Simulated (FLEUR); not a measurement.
# TaN (Fm-3m) in FLEUR: further runs, part 2 of 2

FLEUR MaX-R8.1 (later development tree).

### Step 3. Single point, PBEsol (atoms moved at random, drawn with an rms of 0.05 Å)

The input, inp.xml:

```xml
<?xml version="1.0" encoding="UTF-8" standalone="no"?>
<fleurInput fleurInputVersion="0.39">
   <comment>
      TaN                                                                                                 
   </comment>
   <calculationSetup>
      <cutoffs Kmax="5.0" Gmax="15.5" GmaxXC="15.5" numbands="0"/>
      <scfLoop itmax="60" minDistance="0.00001" maxIterBroyd="15" imix="Anderson" alpha="0.05" precondParam="0.0" spinf="2.0" sdNocoIR="T"/>
      <coreElectrons ctail="T" frcor="F" kcrel="0" coretail_lmax="0"/>
      <xcFunctional name="PBEs" relativisticCorrections="F"/>
      <magnetism jspins="1"/>
      <soc l_soc="F" theta="0.0" phi="0.0" spav="F"/>
      <expertModes spex="0" secvar="F"/>
      <geometryOptimization l_f="T" forcealpha="1.0" forcemix="BFGS" epsdisp="0.0005" epsforce="0.0002"/>
      <ldaU l_linMix="F" mixParam="0.05" spinf="1.0"/>
   </calculationSetup>
   <cell>
      <bzIntegration valenceElectrons="32.0" mode="hist" fermiSmearingEnergy="0.00183747">
         <kPointListSelection listName="default-1"/>
         <!-- k-points included here -->
         <xi:include xmlns:xi="http://www.w3.org/2001/XInclude" href="kpts.xml"> </xi:include>
      </bzIntegration>
      <!-- symmetry operations included here -->
      <xi:include xmlns:xi="http://www.w3.org/2001/XInclude" href="sym.xml"> </xi:include>
      <bulkLattice scale="1.0">
         <bravaisMatrix>
            <row-1>    0.0000000000000000     4.1787948430288457     4.1787948430288457</row-1>
            <row-2>    4.1787948430288457     0.0000000000000000     4.1787948430288457</row-2>
            <row-3>    4.1787948430288457     4.1787948430288457     0.0000000000000000</row-3>
         </bravaisMatrix>
      </bulkLattice>
   </cell>
   <atomSpecies>
      <species name="Tantalum (Ta)" element="Ta" atomicNumber="73">
         <mtSphere radius="2.32" gridPoints="761" logIncrement="0.017"/>
         <atomicCutoffs lmax="9" lnonsphr="9"/>
         <electronConfig flipSpins="F">
            <coreConfig>(1s1/2) (2s1/2) (2p1/2) (2p3/2) (3s1/2) (3p1/2) (3p3/2) (4s1/2) (3d3/2) (3d5/2) (4p1/2) (4p3/2) (4d3/2) (4d5/2)</coreConfig>
            <valenceConfig>(5s1/2) (5p1/2) (5p3/2) (6s1/2) (4f5/2) (4f7/2) (5d3/2) (5d5/2)</valenceConfig>
            <stateOccupation state="(5d3/2)" spinUp="0.600000" spinDown="0.600000"/>
            <stateOccupation state="(5d5/2)" spinUp="0.900000" spinDown="0.900000"/>
         </electronConfig>
         <energyParameters s="6" p="6" d="5" f="4"/>
         <lo type="SCLO" l="0" n="5" eDeriv="0"/>
         <lo type="SCLO" l="1" n="5" eDeriv="0"/>
         <lo type="SCLO" l="2" n="5" eDeriv="2"/>
         <lo type="SCLO" l="3" n="4" eDeriv="2"/>
      </species>
      <species name="Nitrogen (N)" element="N" atomicNumber="7">
         <mtSphere radius="1.44" gridPoints="471" logIncrement="0.022"/>
         <atomicCutoffs lmax="8" lnonsphr="8"/>
         <electronConfig flipSpins="F">
            <coreConfig>(1s1/2)</coreConfig>
            <valenceConfig>(2s1/2) (2p1/2) (2p3/2)</valenceConfig>
            <stateOccupation state="(2p1/2)" spinUp="0.500000" spinDown="0.500000"/>
            <stateOccupation state="(2p3/2)" spinUp="1.000000" spinDown="1.000000"/>
         </electronConfig>
         <energyParameters s="2" p="2" d="3" f="4"/>
         <lo type="SCLO" l="0" n="2" eDeriv="2"/>
         <lo type="SCLO" l="1" n="2" eDeriv="2"/>
         <lo type="SCLO" l="2" n="3" eDeriv="2"/>
      </species>
   </atomSpecies>
   <atomGroups>
      <atomGroup species="Tantalum (Ta)">
         <relPos label="                   1">-.4864740000 .4842130000 -.4710210000</relPos>
         <force calculate="T" relaxXYZ="TTT"/>
      </atomGroup>
      <atomGroup species="Nitrogen (N)">
         <relPos label="                   2">-.0129020000 -.0147020000 .0156950000</relPos>
         <force calculate="T" relaxXYZ="TTT"/>
      </atomGroup>
   </atomGroups>
   <output dos="F" band="F" slice="F">
      <checks vchk="F" cdinf="F"/>
      <bandDOS minEnergy="-.5*Htr" maxEnergy="0.5*Htr" sigma="0.015" storeEVData="T"/>
      <vacuumDOS vacdos="F" integ="F" star="F" nstars="0" locx1="0.0" locy1="0.0" locx2="0.0" locy2="0.0" nstm="0" tworkf="0.0"/>
      <unfoldingBand unfoldBand="F" supercellX="1" supercellY="1" supercellZ="1"/>
      <plotting iplot="0" polar="F">
         <plot TwoD="T" vec1="  1.0  0.0  0.0" vec2="  0.0  1.0  0.0" vec3="  0.0  0.0  1.0" zero="  0.0  0.0  0.0" file="plot"/>
      </plotting>
      <chargeDensitySlicing numkpt="0" minEigenval="0.0" maxEigenval="0.0" nnne="0" pallst="F"/>
      <specialOutput eonly="F"/>
      <moessbauerParams electricFieldGradient="T" isomerShift="T" coreHyperfine="T" valenceHyperfine="T"/>
      <magneticCircularDichroism mcd="F" energyLo="-10.0" energyUp="0.0"/>
   </output>
  <!-- We include the file relax.xml here to enable relaxations (see documentation) -->
  <xi:include xmlns:xi="http://www.w3.org/2001/XInclude" href="relax.xml"> <xi:fallback/> </xi:include>
</fleurInput>
```

The input, crystal.txt:

```
TaN
&input cartesian=F /
0.0000000000  2.2113230000  2.2113230000
2.2113230000  0.0000000000  2.2113230000
2.2113230000  2.2113230000  0.0000000000
1.8897261246
1.0 1.0 1.0

2
73 0.5135260000  0.4842130000  0.5289790000
7 -0.0129020000  -0.0147020000  0.0156950000

&kpt div1=10 div2=10 div3=10 gamma=T /
```

Potentials or basis: all-electron, FLAPW.

Command:

```console
inpgen -f crystal.txt -profile fastHighL
# inp.xml edited to the form shown
fleur_MPI
```

Log:

```text
Welcome to FLEUR        (www.flapw.de)
      MaX-Release 8.1          (www.max-centre.eu)

 ========== k-point set info ==========
 Selected k-point list: default-1
 k-point list type: mesh
 10 x 10 x 10
 Number of k points: 504

 ------------Calculation Setup---------------------------
 Number of MPI-tasks      :            1
 Number of PE/node        :            1
 Number of OMP-threads    :            1
 Most efficient MPI parallelization for:
           1           2           3           4           6           7           8           9          12          14          18          21          24          28          36          42          56          63          72          84         126         168         252         504
 Additional eigenvalue parallelization possible
 Number of basis functions:          387
 Approximate size of matrices (H+S) per k-point:         0.004 GB
 --------------------------------------------------------
 Iteration:     1   Distance:      25.30510092 me/bohr^3
 Iteration:     2   Distance:      21.25541560 me/bohr^3
 Iteration:     3   Distance:       7.83157125 me/bohr^3
 Iteration:     4   Distance:       5.84087854 me/bohr^3
 Iteration:     5   Distance:       3.09204100 me/bohr^3
 Iteration:     6   Distance:       0.47187779 me/bohr^3
 Iteration:     7   Distance:       0.44763563 me/bohr^3
 Iteration:     8   Distance:       0.09639670 me/bohr^3
 Iteration:     9   Distance:       0.10335344 me/bohr^3
 Iteration:    10   Distance:       0.01595254 me/bohr^3
 Iteration:    11   Distance:       0.00321344 me/bohr^3
 Iteration:    12   Distance:       0.00298839 me/bohr^3
 Iteration:    13   Distance:       0.00042655 me/bohr^3
 Iteration:    14   Distance:       0.00012373 me/bohr^3
 Iteration:    15   Distance:       0.00001813 me/bohr^3
 Iteration:    16   Distance:       0.00001679 me/bohr^3
 Iteration:    17   Distance:       0.00000859 me/bohr^3
 Reset of history

 ********************************************************************
 Run finished successfully
 Stop message:
   Structural relaxation: new displacements generated
 ********************************************************************
```

Run time: 21 min. Hardware: 1 thread of Arm Neoverse V2, shared host; peak memory 0.21 GiB.

Results:

| Item | Value |
| --- | --- |
| Free energy | -426568.7172 eV |
| Largest force | 0.770 eV/Å |
| Band gap on the k mesh | none (metal or under the smearing width) |
| Valence electrons inside the program's atomic spheres | Ta 24.34; N 3.44 (radii Ta 2.32, N 1.44 bohr) |

Forces in eV/Å, atoms in the order of the input:
```
Ta  -0.191 -0.625 -0.408
N    0.191  0.623  0.408
```

Core levels (eV from the Fermi level):
```csv
atom,levels
1 Ta,"1s1/2 -67251.5, 2s1/2 -11544.4, 2p1/2 -11032.8, 2p3/2 -9763.2, 3s1/2 -2641.7, 3p1/2 -2414.4, 3p3/2 -2141.1, 4s1/2 -535.5, 3d3/2 -1757.5, 3d5/2 -1698.0, 4p1/2 -441.9, 4p3/2 -378.9, 4d3/2 -225.1, 4d5/2 -213.5"
2 N,1s1/2 -377.0
```

Spin-orbit coupling is left out, which matters for the levels of Ta.
